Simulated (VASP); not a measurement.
Input:

```
NaBr
1.0
    0.00000     3.00907     3.00907
    3.00907     0.00000     3.00907
    3.00907     3.00907     0.00000
Na Br
1 1
Cartesian
  0.00000   0.00000   0.00000
  3.00907   3.00907   3.00907
```

Method: PBE GGA, VASP's PBE PAW potentials (set 64) (plane waves; VASP). Run with 480 eV cut-off, 8×8×8 Γ-centred mesh, Gaussian smearing of 0.050 eV, potentials Na_pv Br.

Question: What does the run give for the energy per atom (σ→0), band gap (on the k-mesh) with the smallest direct gap where there is one?

Answer: 
band gap (on the k-mesh): 4.09 eV
smallest direct gap (on the k-mesh): 4.09 eV
energy per atom (σ→0): -3.060 eV/atom

The absolute energy has meaning only against runs of the same code, potentials and settings.

The compound is NaBr in the rock salt structure. It was relaxed first.
